Squashing a crystal along an axis and drawing it out along the same axis look like mirror images, and the naive guess is that both cost the same energy. A simple elastic solid would behave that way. Here the crystal is cubic HfO₂, the axis is a body diagonal of the cube, and the volume stays fixed. The axial ratio r compares the length along the axis with the length across it, and r = 1 is the cubic cell. On a logarithmic scale, r = 0.71 and r = 1.41 are nearly equal and opposite steps.

HfO2, 3 atoms in the cell, fluorite or antifluorite type, space group Fm-3m (225), conventional a = 5.115 Å, 11.15 Å³ an atom. Deformation of a crystal at fixed volume, lengths along the axis scaled against those across it, fractional coordinates fixed. Ansatz 0.2.0, plane-wave PAW, scalar-relativistic; functional PBE; no spin polarisation; cutoff 420 eV; k mesh 8×8×8; Gaussian smearing of 0.05 eV; the scan starts from a cell that was not relaxed at this level; path trigonal; axis direction (0.57735, 0.57735, 0.57735) Cartesian unit vector.

```csv
axial ratio (over its starting value),energy change (meV/atom),gap on mesh (eV)
0.5,8141.9,0.000
0.6,3484.1,1.190
0.71,1049.9,3.660
0.85,148.6,3.965
0.93,23.8,3.775
1,0.0,3.720
1.08,19.1,3.774
1.2,83.1,3.927
1.41,196.5,3.703
1.7,404.1,3.427
2,813.1,2.884
```

The guess holds roughly, and only close to the cubic cell. The energy change at r = 0.93 is about a quarter larger than at 1.08. At 0.71 it is already 5.3 times that at 1.41. Something makes flattening expensive, and three explanations deserve a hearing.

### Does the gap collapse?

The first explanation is electronic. HfO₂ is an insulator, and if flattening closed the gap between filled and empty states, the bonding might suffer. The gap on the mesh, taken over the sampled electron states, does vanish at r = 0.5. PBE tends to make gaps too small, so the true gap may close only at stronger flattening, if at all.

The pair at 0.71 and 1.41 speaks against this as the source of the asymmetry. The two gaps are almost equal, 3.66 and 3.70 eV, while the energies differ more than fivefold. The high cost of flattening is therefore in place well before the gap collapses.

### Do the ions lose their attraction?

The second explanation is the tempting one for an oxide. Positive hafnium and negative oxygen attract each other, so the cubic arrangement might be the one that binds best, and flattening might spoil it. This can be tested by replacing the ions with point charges in the ratio 2 to −1 and summing their attractions and repulsions over the whole crystal. The relative change of that sum does not depend on how large the charges are.

The sum moves the other way. At r = 0.71 the point-charge binding is about 3 % stronger than in the cubic cell, and it is stronger at every flattened point. Flattening moves six oxygens away from each hafnium, but it brings the two above and below much closer, and over the whole crystal the balance of attraction and repulsion improves. For point charges, then, electrostatics would reward flattening, and some other force must make it costly.

### Two contacts without a stop, six with one

That force is most likely the repulsion between ions pressed into each other. When filled electron shells overlap, the energy rises steeply, roughly exponentially, as the distance shrinks. The shape of the cell decides which contacts are pressed, and how hard.

Each hafnium has eight oxygen neighbours at d₀ = 2.215 Å. Two of them lie on the deformation axis, and the other six sit obliquely around it. At fixed volume, lengths along the axis scale as r^(2/3) and lengths across it as r^(−1/3). The contact lengths follow:

- axial: d₀ r^(2/3)
- oblique: d₀ √(r^(4/3)/9 + 8 r^(−2/3)/9)

For a very small deformation the two groups balance. Each axial contact changes three times as much as an oblique one, in the opposite direction, but there are three times as many oblique contacts. The first-order energy changes cancel, and the cubic cell is a point of rest. What remains is the same for both directions at lowest order, which is why the naive guess works near r = 1.

The opposite limit shows where the asymmetry comes from. As the cell is flattened further and further, the axial contacts shrink towards zero, so nothing in the geometry limits the squeeze on them. As the cell is stretched, the axial contacts open and the oblique ones close in, but only up to a point. The formula gives them a shortest length of 2.03 Å at r = 2, about 8 % below the start, after which they lengthen again.

Stretching therefore presses more contacts, but gently, while flattening presses few contacts hard. With a steep repulsion, a hard squeeze on two outweighs a gentle squeeze on six. For another crystal or another axis, the useful questions are the same: which contacts shorten, by how much, and does the geometry stop them?

### An estimate for the matched pair

The simplest model gives every Hf–O contact the same exponential repulsion and counts its change from the cubic cell. Its strength and decay length were fitted to the nine rows from r = 0.71 upwards. The two flattest rows were left out because their contacts are unphysically short, which makes the computed energies themselves doubtful. The fitted decay length is 0.219 Å, and a cubic contact counts as 1, so the eight together count as 8.

At r = 0.71 the axial contacts are 0.452 Å shorter and the oblique ones 0.198 Å longer:

2 e^(0.452/0.219) + 6 e^(−0.198/0.219) − 8 ≈ 10.2

At r = 1.41 the axial contacts are 0.570 Å longer and the oblique ones 0.134 Å shorter:

2 e^(−0.570/0.219) + 6 e^(0.134/0.219) − 8 ≈ 3.2

The model thus makes flattening about three times as costly as stretching, where the full calculation gives 5.3. Both rows were part of the fit, so this illustrates the mechanism and is no independent test. The flattened energy comes out right, but the stretched one is two thirds too high. Contact repulsion gives the direction of the asymmetry and much of its size, but it is not the whole energy. The output of the analysis follows this text.

### Where the contacts stop explaining

The stretched end shows what is left out. At r = 2 the six oblique oxygens form a regular octahedron around each hafnium, and their distance has reached its minimum. If only these contacts mattered, the energy should level off there. Instead it doubles between 1.7 and 2, from 404 to 813 meV/atom, and the computed shear stress still pushes the cell back towards the cube.

A plausible cause is the crowding of the hafnium ions, which carry the largest charge. Stretching narrows the crystal, so those within a layer across the axis approach each other, from 3.62 Å in the cubic cell to 2.87 Å at r = 2. The shortest distance between oxygens, by contrast, grows. The point-charge binding hardly changes up to r = 1.41 but is about 5 % weaker at r = 2. Electrostatics, the wrong explanation for the costly flattening, may thus be the right one for the late rise on stretching.

Adding the point-charge sum to the contact model supports this only in part. The typical miss on the fitted rows falls from 94 to 21 meV/atom, and the late rise appears. Yet the enlarged model predicts more than twice the computed energy at r = 0.5, outside the fit, and it becomes less reliable when single rows are left out in turn. The two terms work against each other on the flattened side, so their fitted sizes should not be read as real shares of the energy.

### What the energies stand for

These are energies of a crystal whose atoms were not allowed to settle. The oxygens kept their fractional positions, although every distorted cell is only trigonal (the cubic space group named with the table is that of the start) and leaves them free by symmetry to slide along the axis. The force on each oxygen is about 10 eV/Å at r = 0.71 but only 0.2 eV/Å at 1.41. Letting the atoms move would lower both energies, and the forces suggest a larger gain for the flattened cell, though how much of the asymmetry would survive is untested.

For practical use, the table therefore describes the resistance of a rigidly deformed cubic cell, not the barrier of a real phase change. Its zero is the unrelaxed cubic cell, whereas hafnia at low temperature is monoclinic. Within this path, the shear stress drives every distorted cell in the table back towards the cube, so none of them is a second resting place.

Printed output of the fit:

```
fit of energy_change on 9 rows (x > 0.7): coefficient of 2*exp(-(dax - d0)/s) + 6*exp(-(dob - d0)/s) - 8 102.3 +/- 7.9, s 0.2188; rms 93.8, worst 2.0 -201, leave-one-out rms 174
  rows outside the fit (model, value, miss): 0.5 7929, 8142, -213; 0.6 3129, 3484, -355
fit of energy_change on 9 rows (x > 0.7): coefficient of 2*exp(-(dax - d0)/s) + 6*exp(-(dob - d0)/s) - 8 27.38 +/- 0.5, coefficient of loss 71.93 +/- 4, s 0.1375; rms 20.9, worst 0.85 -38, leave-one-out rms 258
  rows outside the fit (model, value, miss): 0.5 19855, 8142, 11713; 0.6 4935, 3484, 1451
path and models:
   row  axial Hf-O (A)  oblique Hf-O (A)  like ions in layer (A)  Coulomb binding lost (%)  slope from row before (meV/atom per ln)  shear stress (GPa)  force on O (eV/A)  contacts only (meV/atom)  contacts and Coulomb (meV/atom)
   0.5           1.395             2.672                   4.557                    -16.27                                      n/a               183.7              41.85                      7929                            19855
   0.6           1.576             2.531                   4.288                    -8.129                                   -25547               151.4              27.82                      3129                             4935
  0.71           1.763             2.413                   4.054                    -3.254                                   -14460               63.37              10.38                      1046                             1053
  0.85           1.987             2.302                   3.818                   -0.6113                                    -5008               15.81              2.323                     172.7                            110.6
  0.93            2.11             2.252                   3.705                   -0.1092                                    -1387               5.116             0.7089                     29.62                            15.68
   1.0           2.215             2.215                   3.617                         0                                     -328                   0                  0                         0                                0
  1.08           2.331             2.179                   3.525                  -0.08437                                    248.2              -3.262             0.3805                     26.03                            12.15
   1.2           2.501             2.135                   3.404                   -0.3533                                    607.4              -5.002             0.4706                     122.7                            56.87
  1.41           2.785             2.081                   3.225                   -0.4948                                    703.2              -5.282             0.1976                     329.7                            181.8
   1.7           3.155             2.041                   3.031                     1.095                                     1110              -12.26            0.07223                       541                            439.9
   2.0           3.516              2.03                   2.871                       5.4                                     2517              -24.58             0.6265                     611.9                              800
energy at 0.5 over energy at 2 (ratio): 10.01
energy at 0.71 over energy at 1.41 (ratio): 5.343
energy at 0.93 over energy at 1.08 (ratio): 1.246
shortening of the two axial contacts at 0.71 (%): 20.41
shortening of the six oblique contacts at 1.41 (%): 6.054
```
